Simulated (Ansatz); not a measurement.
The system is Ni.

```
CELL_PARAMETERS angstrom
0.00000 1.66509 1.66509
1.66509 0.00000 1.66509
1.66509 1.66509 0.00000
ATOMIC_POSITIONS crystal
Ni 0.00000 0.00000 0.00000
```

The cell isn't the ideal one: volume scaled by 0.88.

* Program: Ansatz 0.2.0
* Task: relaxation of cell and atoms
* Functional: LDA
* Potentials or basis: Ansatz PAW polarizable
* Cutoff: 420 eV (not typed: the program's choice for these potentials)
* k mesh: 13 × 13 × 13
* Occupations: fermi-dirac, width 0.01 eV
* Spin: collinear spin, ferromagnetic start
* Starting moments: [1.0] μB
* Hubbard terms: Ni d U = 5 eV

At the start: volume 9.23 Å³/atom.

How do energy, volume and symmetry change on relaxing?

It ends after 16 steps and the volume is 11.18 Å³/atom (+21.1 %); space group Fm-3m (No. 225, to 0.05 Å); moment 0.87 μB per cell.

The path:
```csv
step,energy change (eV),largest force (eV/Å),volume (Å³)
1,0.0000,0.0000,9.23
2,-0.0467,0.0000,9.59
3,-0.0676,0.0000,10.02
4,-0.0680,0.0000,10.09
5,-0.0680,0.0000,10.10
6,-0.0692,0.0000,10.10
7,-0.0692,0.0000,10.11
8,-0.0692,0.0000,10.11
9,-0.1524,0.0000,10.11
10,-0.1856,0.0000,10.46
11,-0.2114,0.0000,11.17
12,-0.2114,0.0000,11.16
13,-0.2129,0.0000,11.16
14,-0.2129,0.0000,11.18
15,-0.2129,0.0000,11.18
16,-0.2129,0.0000,11.18
```

Final structure:
```yaml
crystal:
  lattice:
    - [0.00000, 1.78335, 1.78335]
    - [1.76629, 0.01707, 1.76629]
    - [1.78335, 1.78335, 0.00000]
  atoms:
    - { symbol: Ni, position: [0.00000, 0.00000, 0.00000] }
```

Caveat: the magnetic or orbital state may not be the lowest; the plane-wave basis is chosen anew once the cell has moved, so the energies of steps on either side of that aren't comparable; the PAW data sets come from PBE, with cores solved anew for the run's functional, which leaves a small shift of forces and pressure; the U is typed as a test and isn't derived for this compound.
